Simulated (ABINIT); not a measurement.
# A GW run on NaCl (Fm-3m) in ABINIT, with inputs changed

What do changed inputs do to GW on NaCl (Fm-3m)?

Program: ABINIT 10.8.3. Level of theory: PBE and many-body steps on it, plane waves. Results are calculated unless marked as measured.

Most raw output is cut from this account.

The database entry behind the starting cell differs from later determinations by our own check (an axis about 0.4 % short against later determinations), so it need not match the best structure at ambient conditions.

## 1. The structure

The structure is cubic, space group Fm-3m (No. 225). The conventional cell has a = 5.620 Å, b = 5.620 Å, c = 5.620 Å, α = 90.00°, β = 90.00°, γ = 90.00°. Nearest to Na lie 6 Cl at 2.81 Å. Nearest to Cl lie 6 Na at 2.81 Å. Farther neighbours and most contacts between anions are not listed.

The cell and positions come from the Crystallography Open Database and are kept as given unless a step says otherwise.

## 2. Screening, 6×6×6 mesh, 140 bands, screening to 190.5 eV

This step: ABINIT 10.8.3; RPA screening on PBE, plane waves, norm-conserving pseudopotentials.

The RPA dielectric matrix is built and inverted for each q.

run.abi

```
acell 3*1.0 Angstrom
rprim 
  0.000000000000 2.810000000000 2.810000000000
  2.810000000000 0.000000000000 2.810000000000
  2.810000000000 2.810000000000 0.000000000000
ntypat 2
znucl 11 17
natom 2
typat 1 2
xred 
  0.000000000000 0.000000000000 0.000000000000
  0.500000000000 0.500000000000 0.500000000000
pp_dirpath "pseudos"
pseudos "Na.upf, Cl.upf"
ecut 38
ngkpt 6 6 6
nshiftk 1
shiftk 0 0 0
kptopt 1
chksymbreak 0
istwfk *1
occopt 1
irdwfk 1
optdriver 3
nband 140
ecuteps 7
inclvkb 2
awtr 1
symchi 1
indata_prefix "in"
outdata_prefix "out"
tmpdata_prefix "tmp"
```

Command:

```console
$ OMP_NUM_THREADS=1 mpirun -n 8 abinit run.abi > log
```

It took 4.4 min on 8 MPI ranks of Arm Neoverse N1, shared host; peak memory 2.4 GiB; 35 min of CPU time.

This step gave:

```
ε∞ with local fields, on this mesh, along the program's q direction : 2.351
the same without local fields                                       : 2.765
plasma frequency                                                    : 22.30 eV
plane waves in the screening matrix                                 : 259
```

Local fields lower ε∞ by 15 %.

## 3. Base

The self-energy is evaluated for the states that the input lists, and the levels follow from it, in one-shot runs by the linearised quasiparticle equation.

This step: G0W0 on PBE, plane waves, norm-conserving pseudopotentials.

Edit run.abi of step 2 so:

```diff
@@ -23,8 +23,15 @@
 irdwfk 1
-optdriver 3
+optdriver 4
 nband 140
+gwcalctyp 0
+ecutsigx 38
+symsigma 1
+nkptgw 1
+kptgw 
+  0.0000000000 0.0000000000 0.0000000000
+bdgw 
+  6 12
 ecuteps 7
-inclvkb 2
-awtr 1
-symchi 1
+irdscr 1
+ppmodel 1
 indata_prefix "in"
```

The job ended after 16 s (8 MPI ranks; peak memory 2.4 GiB).

This step gave:

```yaml
g0w0_gap_on_the_points_computed: 8.08 eV
starting_gap_on_the_mesh: 5.150 eV
k_of_the_valence_top: 0, 0, 0
k_of_the_conduction_bottom: 0, 0, 0
z_at_the_valence_top: 0.81
z_at_the_conduction_bottom: 0.864
least_direct_g0w0_gap_on_the_computed_points: 8.08 eV
```

The gap on the mesh goes from 5.15 eV to 8.08 eV, a correction of +2.93 eV.

## 4. Coulomb singularity

Edit run.abi of step 3 so:

```diff
@@ -36,2 +36,3 @@
 ppmodel 1
+gw_icutcoul 3
 indata_prefix "in"
```

Elapsed: 16 s, on 8 MPI ranks; peak memory 2.4 GiB; 2.2 min of CPU time.

This step gave:

| Property | Result |
| --- | --- |
| G0W0 gap on the points computed | 7.984 eV |
| starting gap on the mesh | 5.150 eV |
| k of the valence top | 0, 0, 0 |
| k of the conduction bottom | 0, 0, 0 |
| Z at the valence top | 0.813 |
| Z at the conduction bottom | 0.868 |
| least direct G0W0 gap on the computed points | 7.984 eV |

Against G0W0 in ABINIT (6×6×6 mesh, 140 bands, screening to 190.5 eV, Godby-Needs plasmon pole), the gap moves by −0.096 eV.

## 5. Side by side

Times are wall times on 8 MPI ranks of Arm Neoverse N1, shared host, good to a factor of about two. A run's time includes the screening step that it read.

| run | mesh | bands | screening cutoff (eV) | DFT gap (eV) | gap on the mesh (eV) | direct (eV) | ε∞ used | time |
| --- | --- | --- | --- | --- | --- | --- | --- | --- |
| base | 6×6×6 | 140 | 190.5 | 5.150 | 8.080 | 8.080 | 2.35 | 4.7 min |
| Coulomb singularity | 6×6×6 | 140 | 190.5 | 5.150 | 7.984 | 7.984 | 2.35 | 4.7 min |

## 6. Results

- base: 8.080 eV
- Coulomb singularity: 7.984 eV
- known limits: not at the basis limit

What this shows: Coulomb singularity: −0.096 eV against base (keys changed: gw_icutcoul). Bands and cutoff are finite, so the gap is not at the basis limit. The miss can reach some tenths of an eV and take either sign; the mesh is an error of its own. In the G0W0 runs levels were corrected at 1 k point alone, so a gap called «on the mesh» is the least over those, and an edge elsewhere would be missed.

[Paths, hosts, dates, memory and timing lines, banners, echoed tables and standing remarks are left out of the program output.]

[Logs are printed without paths, hosts, clocks, repeated set-up lines and the standing remarks that a program may print on its own settings, such as how far it seeks lower states.]

[Runs of the session that timed out or met a known fault of the program may be left out.]

[Hosts, paths, dates, database ids (printed as entryN), source tags and the programs' standing remarks are cut or masked in the printed files.]

[G0W0 gaps are taken among the corrected bands and points alone; a level outside them can change the order at an edge.]

[Where Ansatz stands beside ABINIT at settings called matched, ABINIT's density can come from a denser mesh and the files from another edition; pairs whose starting gaps differed by over 0.03 eV were left out, so agreement reads better than it is.]
